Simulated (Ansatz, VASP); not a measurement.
**PbO2 in two plane-wave programs**

Wanted: the spread between two codes on one cell, functional and k mesh. The structure shown is the start of the Ansatz relaxation below; VASP solves that cell, so the two are compared at the walk's first step.

Program: Ansatz 0.2.0. Level of theory: plane waves, with VASP 6.6.1 beside it; single point at PBE. Results are calculated unless marked as measured.

### 1. Starting point

The cell holds 3 atoms: 1 Pb and 2 O. Its edges and angles: a = 3.309 Å, b = 3.309 Å, c = 27.956 Å, α = 90.0°, β = 90.0°, γ = 60.0°. Vacuum lies along c. The height across the vacuum is the one that the program set for its solve, not the one typed.

### 2. Ansatz: relaxation, PBE

Ansatz runs on its default PAW (the set named soft_2) files.

The two programs are compared at the cell with which this relaxation starts, whose forces are those of its first step.

The input, input.yaml:

```yaml
crystal:
  lattice:
    - [3.30937203, 0.0, 0.0]
    - [1.65468602, 2.86600025, 0.0]
    - [0.0, 0.0, 18.03074667]
  atoms:
    - { symbol: Pb, position: [0.33333333, 0.33333333, 0.5] }
    - { symbol: O, position: [0.0, 0.0, 0.44237743] }
    - { symbol: O, position: [0.66666667, 0.66666667, 0.55762257] }
  periodic: [true, true, false]
kpoints:
  mp_grid: { grid: [8, 8, 1] }
scf:
  occupations: { method: fermi_dirac, width: 0.05 }
hamiltonian:
  xc: pbe
  pseudopotentials: { kind: paw }
output:
  forces: true
  stress: true
relax:
  f_tol: 0.02
  max_steps: 50
  cell: {}
```

Launch:

```
$ ansatz run input.yaml --threads 4 --pin off --max-ram 8192MiB --backend cpu --events-out ev --progress --plain --runs-dir out
```

Numbers of over 12 decimals in the logs are rounded to 6 here.

Log:

```text
Warning: crystal.periodic: the lattice vector that does not repeat stood 0.000° off the slab's normal, 18.031 Å along it as the deck builds it. The run solves the slab on a vector along the normal, 27.956 Å long, with every atom where it was (on the deck's vector they left 15.95 Å outside them, and the widest stretch free of ions among them is 1.04 Å). A fractional position that the run reports is one of the run's ce [...]
crystal.periodic: the lattice vector that does not repeat stood 0.000° off the slab's normal, 18.031 Å along it as the deck builds it. The run solves the slab on a vector along the normal, 27.956 Å long, with every atom where it was (on the deck's vector they left 15.95 Å outside them, and the widest stretch free of ions among them is 1.04 Å). A fractional position that the run reports is one of the run's cell, which [...]
Engine: ansatz 0.2.0, x86_64-unknown-linux-gnu
Pseudopotentials: kind: paw
Pseudopotential: Pb, paw, valence charge 14, recommended cutoff 420 eV (normal), Pb.paw.azcp
Pseudopotential: O, paw, valence charge 6, recommended cutoff 420 eV (normal), O.paw.azcp
Functional definition: PBE
  parameter kappa = 0.804
  parameter beta = 0.066725
  exchange = pbe_x(kappa = kappa, mu = beta*pi^2/3)
  correlation = pbe_c(beta = beta)
Crystal: 3 atoms, lattice volume = 265.152 Å³
Basis set: ecut = 420 eV, 5253 PW (Γ), exchange–correlation on 48×48×384 points (8 copies of the dense FFT grid, shifted against one another)
Bands: 17, of which v1, the nominal top of the filled ones, is band 13 counted from 1 (12 counted from 0)
Symmetry: 12 space group operations
Space group: P-3m1 (ITA 164), of the structure as read, at distance tolerance 6.4e-5 Å
k-points: 10 of 64
Non-local potential: Pb, projectors of the file, l = 0: 2, l = 1: 2, l = 2: 2, l = 3: 2
Non-local potential: O, projectors of the file, l = 0: 2, l = 1: 2, l = 2: 1
PAW form: soft (Blöchl's): semilocal exchange-correlation on the pseudo side does not see the compensation charge
PAW one-centre angular grid: Pb, 590 points (default); XC on 64 Gauss nodes
PAW one-centre angular grid: O, 110 points (default); XC on 64 Gauss nodes
Initial density: superposition of atomic densities (neutral atoms: chi_scale 0, normalization atom), corrected by the library's trained network
Initial wavefunctions: pseudopotential atomic-orbital guess
Functional: x = pbe(κ = 0.804, μ = 0.219515), c = pbe(β = 0.066725)
SCF iter   1: F=—  HF=-13038.299726 eV  |F-HF|=—  |Δ(HF+E_count)|=         —  Δρ=1.39e-3  dr2=4.36e-3  ethr=1.77e-3  ⟨swp⟩=13.0  Hψ=1670  notcnv=0
preconditioner: auto → none  [insulator: Δε(μ)=1.675 eV  Ē_g=16.777 eV  σ=0.050 eV  W_gap=1.00  n_scr=16 (ndim 8)  ℏωp=11.6 eV  f_vac=0.816  D(μ)=0.00/eV (n_scr^D=0)  ε∞_Penn≈1.5]
SCF iter   2: F=—  HF=-13038.300128 eV  |F-HF|=—  |Δ(HF+E_count)|=   4.02e-4  Δρ=8.38e-4  dr2=1.09e-3  ethr=1.68e-5  ⟨swp⟩=3.8  Hψ=587  notcnv=0
[...]
iter 1 solved again at ethr=2.64e-7 eV; its pass at ethr=3.10e-3 eV (dr2=6.87e-5 eV) is discarded
SCF iter   1: F=—  HF=-13038.423924 eV  |F-HF|=—  |Δ(HF+E_count)|=         —  Δρ=1.96e-4  dr2=7.20e-5  ethr=2.64e-7  ⟨swp⟩=3.1  Hψ=1235  notcnv=0
preconditioner: auto → none  [insulator: Δε(μ)=1.307 eV  Ē_g=16.256 eV  σ=0.050 eV  W_gap=1.00  n_scr=16 (ndim 8)  ℏωp=11.3 eV  f_vac=0.815  D(μ)=0.00/eV (n_scr^D=0)  ε∞_Penn≈1.5]
SCF iter   2: F=—  HF=-13038.423921 eV  |F-HF|=—  |Δ(HF+E_count)|=   2.56e-6  Δρ=8.13e-5  dr2=8.87e-6  ethr=2.64e-7  ⟨swp⟩=2.7  Hψ=276  notcnv=0
SCF iter   3: F=—  HF=-13038.423917 eV  |F-HF|=—  |Δ(HF+E_count)|=   4.02e-6  Δρ=4.33e-5  dr2=1.84e-6  ethr=3.41e-8  ⟨swp⟩=3.3  Hψ=347  notcnv=0
SCF iter   4: F=—  HF=-13038.423917 eV  |F-HF|=—  |Δ(HF+E_count)|=   1.54e-7  Δρ=1.86e-5  dr2=1.90e-7  ethr=7.08e-9  ⟨swp⟩=3.3  Hψ=337  notcnv=0
SCF iter   5: F=-13038.423917 eV  HF=-13038.423917 eV  |F-HF|=1.22e-8  |Δ(HF+E_count)|=   1.27e-7  Δρ=4.90e-6  dr2=1.37e-8  ethr=1.25e-10  ⟨swp⟩=7.4  Hψ=874  notcnv=0
SCF 4 converged in 5 iterations: F = -13038.423917 eV  dr2 = 1.37e-8
relax step   4: F+E_penalty+E_count = -13038.42391740 eV  Δ(F+E_penalty+E_count) = -9.882e-5 eV  max|allowed force component| = 2.817e-3 eV/Å  Δτ_max = 0.0029 Å  P = -0.005 N/m  Ω = 281.117 Å³  energy of the carried Pulay correction = -8.366e-3 eV  fix = [c, alpha, beta]  reactions: c -0.000 N/m  (5 SCF iters, dr2 threshold 3.24e-8 eV, accepted)
[...]
relax step   5: F+E_penalty+E_count = -13038.43617270 eV  Δ(F+E_penalty+E_count) = -1.226e-2 eV  max|allowed force component| = 1.736e-3 eV/Å  Δτ_max = 0.0000 Å  P = +0.225 N/m  Ω = 281.117 Å³  fix = [c, alpha, beta]  reactions: c +0.000 N/m  stress off target by 2.25e-1 N/m on what of the cell is left free  SCF on the basis re-selected at this cell (its energy is not comparable with the rows above)  (7 SCF iters)
[...]
relax step   6: F+E_penalty+E_count = -13038.43595979 eV  Δ(F+E_penalty+E_count) = +2.129e-4 eV  max|allowed force component| = 3.804e-4 eV/Å  Δτ_max = 0.0028 Å  P = +0.023 N/m  Ω = 282.062 Å³  energy of the carried Pulay correction = -4.802e-4 eV  fix = [c, alpha, beta]  reactions: c +0.000 N/m  (5 SCF iters, dr2 threshold 8.66e-8 eV, accepted)
[...]
relax step   7: F+E_penalty+E_count = -13038.43642467 eV  Δ(F+E_penalty+E_count) = -4.649e-4 eV  max|allowed force component| = 4.061e-4 eV/Å  Δτ_max = 0.0000 Å  P = +0.027 N/m  Ω = 282.062 Å³  fix = [c, alpha, beta]  reactions: c +0.000 N/m  stress off target by 2.67e-2 N/m on what of the cell is left free  SCF on the basis re-selected at this cell (its energy is not comparable with the rows above)  (5 SCF iters)
basis re-selected at this cell: Δ(F+E_penalty+E_count) = -4.649e-4 eV, ΔP = +0.003 N/m vs the last step (what re-selecting the basis moved, of the pressure what is left beyond the Pulay correction that the steps carried, after the strain that the cell walked since its last selection, with what the two solves' SCF thresholds leave and, on support functions, any second-order correction that the steps lacked; it is no m [...]
SCF converged after 5 iterations
Free energy (F): -13038.436425 eV
Harris-Foulkes:  -13038.436425 eV  (|F-HF|=1.36e-7)
Internal energy: -13038.436424 eV  (E = F + TS)
E sigma→0 (E₀):  -13038.436424 eV
Entropy (-TS):   -0.000001 eV (-0.000 meV/atom)
Fermi energy:    -7.365869 eV
--- Per-component energies (eV) ---
  E_band       = -449.364791
  E_kinetic    = 637.328771
  E_local      = -37910.550909  (includes V_loc(G=0)·N_el)
  E_nonlocal   = 451.105858
  E_hartree    = 18554.762249
  E_xc         = -363.148171
  E_vxc        = -314.665937  (∫ρ·V_xc dr)
  E_paw        = -10731.708133  (= ΣΔE_a)
  E_vpaw       = -422.111597  (= ΣTr[D̂ρ^β])
  E_aug_tail   = 0.004720  (compensation charges beyond the density's cutoff)
  E_ewald      = 16323.769191
  E_smearing   = -0.000001  (= −TS)
  E_closure    = 0.000000  (closes the sum)
  Σ components = -13038.436425   (vs F -13038.436425, Δ=0.00e0)
--- Forces (eV/Å), atoms counted from 1 ---
  atom   1  Pb     0.00000000     0.00000000     0.00000000
  atom   2  O      0.00000000     0.00000000     0.00040608
  atom   3  O     -0.00000000    -0.00000000    -0.00040608
  max |Σ_I F_I| component: 4.63e-18 eV/Å
--- 2D stress c σ (N/m, compression-positive) ---
        0.026663       0.000000       0.000000
        0.000000       0.026663       0.000000
        0.000000       0.000000       0.000000
  P = ½ c Tr σ = 0.0267 N/m
--- Relaxed structure (5 steps of the walk, 5 accepted, 2 SCFs on fresh bases) ---
  F+E_penalty+E_count = -13038.43642467 eV   max|allowed force component| = 4.061e-4 eV/Å   (the final SCF, on the basis selected at the relaxed cell)
  cell:  # Å, volume = 282.0619 Å³
    - [3.413265, -2.9773769869133937e-9, 0]
    - [1.706633, 2.955974, 0]
    - [0, 0, 27.955912]
  atoms:
    - { symbol: Pb, position: [0.333333, 0.333333, 0.322485] }
    - { symbol: O, position: [0, 0, 0.284500] }
    - { symbol: O, position: [0.666667, 0.666667, 0.360471] }
```

In the SCF lines HF is the Harris–Foulkes energy and dr2 the Hartree energy of the density residual, in eV; the loop may stop once dr2 is under the threshold and the program's other checks hold. Hψ counts applications of the Hamiltonian.

### 3. VASP: single point, PBE, start cell

The same cell, functional, mesh and smearing now go to VASP, with its own data sets.

Lines of VASP's logs that name or quote its potential files are left out, and so is its time.

The input, INCAR:

```
SYSTEM = PbO2
PREC = Accurate
ENCUT = 520
EDIFF = 1E-06
NELM = 120
ISMEAR = -1
SIGMA = 0.05
LREAL = .FALSE.
ALGO = Normal
GGA = PE
NBANDS = 19
LORBIT = 11
LWAVE = .FALSE.
LCHARG = .FALSE.
ISIF = 2
LDIPOL = .TRUE.
IDIPOL = 3
DIPOL = 0.5 0.5 0.322
LVHAR = .TRUE.
LASPH = .TRUE.
GGA_COMPAT = .FALSE.
EFERMI = MIDGAP
NELMDL = -8
```

The input, POSCAR:

```
PbO2
1.0
    3.3093720000      0.0000000000      0.0000000000
    1.6546860000      2.8660000000      0.0000000000
    0.0000000000      0.0000000000     27.9559120000
Pb O
1 2
Direct
    0.3333333915      0.3333332170      0.3224853834
    0.0000000000      0.0000000000      0.2853205075
    0.6666666085      0.6666667830      0.3596502593
```

The input, KPOINTS:

```
Automatic mesh
0
Gamma
8 8 1
0 0 0
```

PAW data sets: Pb_d and O (PBE family, release 64).

Launch:

```
$ mpirun -np 1 vasp_std
```

Log:

```text
[banner, memory and clock lines left out]
running    1 mpi-ranks, on    1 nodes
 distrk:  each k-point on    1 cores,    1 groups
 distr:  one band on    1 cores,    1 groups

 POSCAR found type information on POSCAR PbO
 POSCAR found :  2 types and       3 ions
 LDA part: xc-table for (Slater+PW92), standard interpolation
 POSCAR, INCAR and KPOINTS ok, starting setup
 FFT: planning ... GRIDC
 FFT: planning ... GRID_SOFT
 FFT: planning ... GRID
 WAVECAR not read
 entering main loop
       N       E                     dE             d eps       ncg     rms          rms(c)
DAV:   1     0.292506111401E+03    0.29251E+03   -0.10690E+04   396   0.106E+03
DAV:   2     0.244531041017E+02   -0.26805E+03   -0.25747E+03   529   0.296E+02
DAV:   3    -0.170258523554E+02   -0.41479E+02   -0.41091E+02   471   0.140E+02
DAV:   4    -0.183339414618E+02   -0.13081E+01   -0.13069E+01   527   0.357E+01
DAV:   5    -0.183571743805E+02   -0.23233E-01   -0.23231E-01   480   0.449E+00
DAV:   6    -0.183582872364E+02   -0.11129E-02   -0.11129E-02   570   0.103E+00
DAV:   7    -0.183583004558E+02   -0.13219E-04   -0.13219E-04   502   0.693E-02
DAV:   8    -0.183583006227E+02   -0.16684E-06   -0.16688E-06   511   0.108E-02    0.978E+00
DAV:   9    -0.155242521832E+02    0.28340E+01   -0.14074E+01   582   0.476E+01    0.323E+00
DAV:  10    -0.155108748891E+02    0.13377E-01   -0.62673E-01   395   0.807E+00    0.195E+00
DAV:  11    -0.154983032292E+02    0.12572E-01   -0.17699E-01   499   0.495E+00    0.583E-01
DAV:  12    -0.154909371014E+02    0.73661E-02   -0.33980E-02   604   0.257E+00    0.108E-01
DAV:  13    -0.154916236860E+02   -0.68658E-03   -0.33776E-03   444   0.417E-01    0.487E-02
DAV:  14    -0.154916700799E+02   -0.46394E-04   -0.67548E-05   491   0.712E-02    0.265E-02
DAV:  15    -0.154917096344E+02   -0.39554E-04   -0.45562E-05   554   0.102E-01    0.644E-03
DAV:  16    -0.154917642692E+02   -0.54635E-04   -0.19331E-05   482   0.402E-02    0.121E-02
DAV:  17    -0.154918763671E+02   -0.11210E-03   -0.23557E-05   438   0.269E-02    0.450E-03
DAV:  18    -0.154919090647E+02   -0.32698E-04   -0.35679E-06   416   0.159E-02    0.178E-03
DAV:  19    -0.154919392116E+02   -0.30147E-04   -0.10039E-06   385   0.548E-03    0.883E-04
DAV:  20    -0.154919518967E+02   -0.12685E-04   -0.19698E-07   419   0.386E-03    0.103E-03
DAV:  21    -0.154919701374E+02   -0.18241E-04   -0.10971E-06   402   0.652E-03    0.810E-04
DAV:  22    -0.154919712717E+02   -0.11343E-05   -0.34885E-08   473   0.226E-03    0.198E-04
DAV:  23    -0.154919738422E+02   -0.25705E-05   -0.40878E-08   387   0.120E-03    0.240E-04
DAV:  24    -0.154919741561E+02   -0.31388E-06   -0.11035E-08   441   0.117E-03
   1 F= -.15491974E+02 E0= -.15491974E+02  d E =-.186344E-07
```

Parts of OUTCAR (step 3):

```text
ion  position               nearest neighbor table
   1  0.333  0.333  0.322-   3 2.17   2 2.17   2 2.17   2 2.17   3 2.17   3 2.17
   2  0.000  0.000  0.285-   1 2.17   1 2.17   1 2.17
   3  0.667  0.667  0.360-   1 2.17   1 2.17   1 2.17

  LATTYP: Found a hexagonal cell.
 ALAT       =     3.3093718072
 C/A-ratio  =     8.4474980837

 Subroutine GETGRP returns: Found 12 space group operations
 (whereof  6 operations were pure point group operations)

The static configuration has the point symmetry C_3v.
 The point group associated with its full space group is D_3d.

 Found     10 irreducible k-points:

   k-points           NKPTS =     10   k-points in BZ     NKDIM =     10   number of bands    NBANDS=     19

   dimension x,y,z NGX =    28 NGY =   28 NGZ =  210
   dimension x,y,z NGXF=    56 NGYF=   56 NGZF=  420

   ENCUT  =  520.0 eV  38.22 Ry    6.18 a.u.   6.15  6.15 51.98*2*pi/ulx,y,z

   NELECT =      26.0000    total number of electrons

 k-points in reciprocal lattice and weights: Automatic mesh
   0.00000000  0.00000000  0.00000000       0.016
   0.12500000  0.00000000  0.00000000       0.094
   0.25000000  0.00000000  0.00000000       0.094
   0.37500000  0.00000000  0.00000000       0.094
   0.50000000  0.00000000  0.00000000       0.047
   0.25000000  0.12500000  0.00000000       0.094
   0.37500000  0.12500000  0.00000000       0.188
   0.50000000  0.12500000  0.00000000       0.188
   0.50000000  0.25000000  0.00000000       0.094
  -0.37500000  0.25000000  0.00000000       0.094

 dipolmoment           0.000000      0.000000      0.000002 electrons x Angstroem

 average (electrostatic) potential at core
       1-101.4502       2 -79.7081       3 -79.7081

 E-fermi :  -5.3019

 k-point     1 :       0.0000    0.0000    0.0000
  band No.  band energies     occupation
    ...
      9      -7.4784      2.00000
     10      -7.4784      2.00000
     11      -6.9093      2.00000
     12      -6.4456      2.00000
     13      -6.4456      2.00000
     14      -4.5566      0.00000
     15      -0.6664      0.00000
     16       1.6384      0.00000
     17       1.7368      0.00000
     18       2.0020      0.00000
    ...

 k-point     2 :       0.1250    0.0000    0.0000
  band No.  band energies     occupation
    ...
      9      -7.8434      2.00000
     10      -7.6940      2.00000
     11      -7.0044      2.00000
     12      -6.6035      2.00000
     13      -6.4380      2.00000
     14      -3.9762      0.00000
     15      -0.1454      0.00000
     16       1.8301      0.00000
     17       2.0373      0.00000
     18       2.2656      0.00000
    ...

 k-point     3 :       0.2500    0.0000    0.0000
  band No.  band energies     occupation
    ...
      9      -8.7701      2.00000
     10      -8.2263      2.00000
     11      -7.2684      2.00000
     12      -6.5091      2.00000
     13      -6.3854      2.00000
     14      -2.9723      0.00000
     15       0.6576      0.00000
     16       2.2024      0.00000
     17       2.9229      0.00000
     18       3.0507      0.00000
    ...

  Total        4.0819223      4.0819216      1.7470366      0.0000000      0.0000000     -0.0000000
  in kB       24.6649293     24.6649255     10.5564320      0.0000000      0.0000000     -0.0000000
  external PRESSURE =      19.9620956 kB  Pullay stress =       0.0000000 kB

  energy-cutoff  :      520.00
  volume of cell :      265.15
      direct lattice vectors                 reciprocal lattice vectors
     3.309372000  0.000000000  0.000000000     0.302172134 -0.174459177  0.000000000
     1.654686000  2.866000000  0.000000000     0.000000000  0.348918353  0.000000000
     0.000000000  0.000000000 27.955912000     0.000000000  0.000000000  0.035770609

 POSITION                                       TOTAL-FORCE (eV/Angst)
 -----------------------------------------------------------------------------------
      1.65469      0.95533      9.01537         0.000000      0.000000     -0.000000
      0.00000      0.00000      7.97639         0.000000      0.000000     -0.869969
      3.30937      1.91067     10.05435        -0.000000     -0.000000      0.869969
 -----------------------------------------------------------------------------------
    total drift:                                0.000001     -0.000268     -0.000150

  FREE ENERGIE OF THE ION-ELECTRON SYSTEM (eV)
  ---------------------------------------------------
  free  energy   TOTEN  =       -15.4919741561 eV

  energy  without entropy=      -15.4919741375  energy(sigma->0) =      -15.49197415

 vacuum level on the upper side and lower side of the slab         1.916         1.916

 total charge
# of ion       s       p       d       tot
------------------------------------------
    1        1.057   0.835  10.045  11.936
    2        1.589   3.373   0.000   4.963
    3        1.589   3.373   0.000   4.963
--------------------------------------------------
tot          4.236   7.582  10.045  21.862

[... 3 further parts left out ...]
```

### 4. Side by side

Known differences besides the potentials themselves: Ansatz cuts the interaction across the vacuum, VASP repeats the sheet with a dipole correction; the cutoff is 420 eV in Ansatz and 520 eV in VASP. Total energies have different zeros and are not compared.

Forces (eV/Å; atoms numbered as in POSCAR):

```
atom        Ansatz x, y, z          VASP x, y, z
 Pb1   0.000, 0.000, 0.000   0.000, 0.000, 0.000
  O2  0.000, 0.000, -0.832  0.000, 0.000, -0.870
  O3   0.000, 0.000, 0.832   0.000, 0.000, 0.870
```

The forces differ by 18 meV/Å r.m.s., which is 4.4 % of the r.m.s. force of 0.410 eV/Å (both taken over all components). With vacuum in the cell, a pressure given here is an average over mostly empty space and none of the material.

### 5. Summary of results

| Item | Value |
| --- | --- |
| r.m.s. force difference (single point, PBE, start cell) | 4.4 % of the r.m.s. force |

In words: The r.m.s. force difference is 4.4 % of the r.m.s. force (single point, PBE, start cell), beyond the 3 % picked in this series as the mark of a large difference. What causes the difference of the single point, PBE, start cell pair stays open here. 1 further run of this series is not shown here. How closely two codes agree says nothing of how well the functional describes the real material.

[Lines on the potential files, build, host, timing and source positions are cut from VASP's logs without a mark.]

[Logs are printed without paths, hosts, clocks, repeated set-up lines and the standing remarks that a program may print on its own settings, such as how far it seeks lower states.]

[Hosts, paths, dates, database ids (printed as entryN), source tags and the programs' standing remarks are cut or masked in the printed files.]
